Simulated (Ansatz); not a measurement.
Hf vacancy in HfO2, calculated

Computed with the plane-wave PAW code Ansatz (scalar-relativistic, PAW set soft_2): PBE, collinear spin, 420 eV cutoff, k-mesh 2×2×2 shifted by half a step.

The relaxed host crystal (Kohn–Sham gap 4.04 eV over the whole zone):

```
CELL_PARAMETERS angstrom
5.16092 0.00000 -0.00534
0.00000 5.21212 0.00000
-0.89310 0.00000 5.27690
ATOMIC_POSITIONS crystal
Hf 0.27573 0.45706 0.70837
Hf 0.72427 0.95706 0.79163
Hf 0.72427 0.54294 0.29163
Hf 0.27573 0.04294 0.20837
O 0.44918 0.74279 0.97665
O 0.55082 0.24279 0.52335
O 0.55082 0.25721 0.02335
O 0.44918 0.75721 0.47665
O 0.06712 0.32865 0.34842
O 0.93288 0.82865 0.15158
O 0.93288 0.67135 0.65158
O 0.06712 0.17135 0.84842
```

Supercell of 24 atoms, rows of the matrix [[1,0,1],[-1,1,0],[-1,-1,0]] times the cell vectors; Hf vacancy at (0.276, 0.457, 0.708) in fractions of the cell above. Atoms are relaxed at the host's cell, from a start shaken by 0.03 Å near the defect; charged cells sit in a uniform background. The cell loses 1 of its 8 Hf, so this is a heavily defective crystal.

Q: How does the lattice relax around the defect, and where do the electrons go?

A: Distances from the empty Hf site (Å), by shell of the perfect crystal:

```csv
shell,perfect crystal,charge 0,charge -1,charge -4
2 O,2.06 (2.05 to 2.07),2.30 (2.24 to 2.36),2.34 (2.27 to 2.41),2.23 (2.17 to 2.29)
3 O,2.16 (2.15 to 2.17),2.35 (2.33 to 2.38),2.38 (2.34 to 2.42),2.43 (2.37 to 2.51)
2 O,2.27,2.42 (2.41 to 2.43),2.40 (2.37 to 2.44),2.51 (2.46 to 2.55)
```

| charge | moment of the cell (μB) | gap of the cell on the mesh (eV) | carriers |
| --- | --- | --- | --- |
| 0 | 4.00 | 0.00 | in a band of the host or near its edge |
| -1 | 3.00 | 0.16 | in a band of the host or near its edge |
| -4 | 0.00 | 4.34 | none in the bands |

On this mesh the host's own supercell has a gap of 4.31 eV.

At charges 0 and -1 a carrier lies in a band of the host or at its edge (levels aligned by the semicore states), so it isn't shown to be bound to the defect (semilocal functionals spread carriers too far and can miss a bound one), and no level is taken from those states. At charge 0 the unpaired electrons sit on atoms with moments (μB): 4 O of 0.29 to 0.73. At charge -1 the unpaired electrons sit on atoms with moments (μB): 3 O of 0.44 to 0.62.

No formation energy is given, since the neutral cell holds a carrier in a band.

Relaxed cell at charge -4:

```
HfO2 V_Hf charge -4
1.0
     4.2678    0.0000    5.2716
    -5.1609    5.2121    0.0053
    -5.1609   -5.2121    0.0053
Hf O
7 16
Direct
  0.7102 0.4459 0.9888
  0.7999 0.0154 0.0612
  0.7855 0.5216 0.5564
  0.3000 0.5687 0.0234
  0.3010 0.0402 0.5036
  0.2096 0.4808 0.4477
  0.1901 0.9899 0.9223
  0.0228 0.1490 0.3886
  0.9819 0.6379 0.9018
  0.4884 0.5570 0.3417
  0.5276 0.1208 0.8569
  0.0116 0.3640 0.0961
  0.0438 0.8504 0.6127
  0.4624 0.8913 0.0920
  0.5017 0.4412 0.6684
  0.2936 0.7771 0.4364
  0.3387 0.3073 0.9602
  0.1585 0.5273 0.7010
  0.1663 0.0230 0.1887
  0.6740 0.6990 0.0598
  0.6485 0.2200 0.5466
  0.8381 0.9584 0.8190
  0.8254 0.4441 0.3017
```

Caveats: at charge -4: net starting moment lost; semilocal functionals make gaps too small, which shifts levels too; small supercell, so energies and levels can be off by tenths of an eV; one random start near the defect, so other minima are possible.
